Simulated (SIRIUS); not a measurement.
## BaTe under changes of volume

One of the cells (40.445 Å³/atom); the others are scaled copies at fixed shape and fractional positions:

```
Ba Te
1.0
     0.00000    3.43258    3.43258
     3.43258    0.00000    3.43258
     3.43258    3.43258    0.00000
Ba Te
1 1
Direct
  0.00000 0.00000 0.00000
  0.50000 0.50000 0.50000
```

```yaml
Program: SIRIUS 7.10.0
Functional: PBEsol
Potentials_or_basis: PseudoDojo 0.4.1 PBEsol standard (scalar relativistic)
Cutoff: 1102 eV
Density_cutoff: 4408 eV
k_mesh: 7 × 7 × 7
Occupations: fermi-dirac, width 0.05 eV
Spin: no spin polarisation
```

```csv
volume (Å³/atom),energy over the lowest point (meV/atom),pressure (GPa),gap on the mesh (eV)
37.273,66.88,5.0,1.17
38.066,?,?,?
38.859,27.64,3.0,1.28
40.445,6.47,1.3,1.38
41.238,1.58,0.6,1.43
42.031,0.00,0.0,1.47
```

Problem. What does the run at 38.066 Å³/atom give?

Solution. Energy over the lowest point 44.76 meV/atom; pressure 3.9 GPa; gap on the mesh 1.23 eV.

Worked out: A Birch-Murnaghan fit of order 3 (a polynomial in V^(-2/3)) to the other rows has its minimum at 42.04 Å³/atom, just outside them, with B0 = V·E''(V) = 32 GPa and B' = 4.4. It gives 44.76 meV/atom at 38.066 Å³/atom, against the run's 44.76, and -dE/dV = 3.9 GPa, against 3.9. A straight line through the other rows of the gap, of slope 2.51 eV per unit of ln V, gives 1.23 eV, against the run's 1.23.

Energies are extrapolated to zero smearing.

Caveats: this release of the barium file is off; spin-orbit coupling is left out, which moves the levels of the heavy elements; an odd mesh through Γ misses points on the zone boundary, where band edges often lie.
